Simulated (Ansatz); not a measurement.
The system is In.

```xyz
1
Lattice="-1.8825 1.8825 1.8825 1.8825 -1.8825 1.8825 1.8825 1.8825 -1.8825" Properties=species:S:1:pos:R:3 pbc="T T T"
In    0.0000    0.0000    0.0000
```

This isn't the form of In at room conditions, which is tetragonal.

```yaml
Program: Ansatz 0.2.0
Task: relaxation of cell and atoms
Functional: PBE
Potentials_or_basis: Ansatz PAW
Cutoff: "420 eV (not typed: the program's choice for these potentials)"
k_mesh: 10 × 10 × 10
Occupations: fermi-dirac, width 0.05 eV
Spin: no spin polarisation
```

At the start: volume 26.69 Å³/atom.

Q: Where does the relaxation end?

A: It ends after 4 steps and the volume is 27.79 Å³/atom (+4.1 %); space group Im-3m (No. 229, to 0.05 Å).

The path:
```tsv
step	energy change (eV)	largest force (eV/Å)	volume (Å³)
1	0.0000	0.0000	26.69
2	-0.0047	0.0000	27.57
3	-0.0048	0.0000	27.79
4	-0.0051	0.0000	27.79
```

Final structure:
```
CELL_PARAMETERS angstrom
-1.90814 1.90814 1.90814
1.90814 -1.90814 1.90814
1.90814 1.90814 -1.90814
ATOMIC_POSITIONS crystal
In 0.00000 0.00000 0.00000
```

Caveat: the plane-wave basis is chosen anew once the cell has moved, so the energies of steps on either side of that aren't comparable.
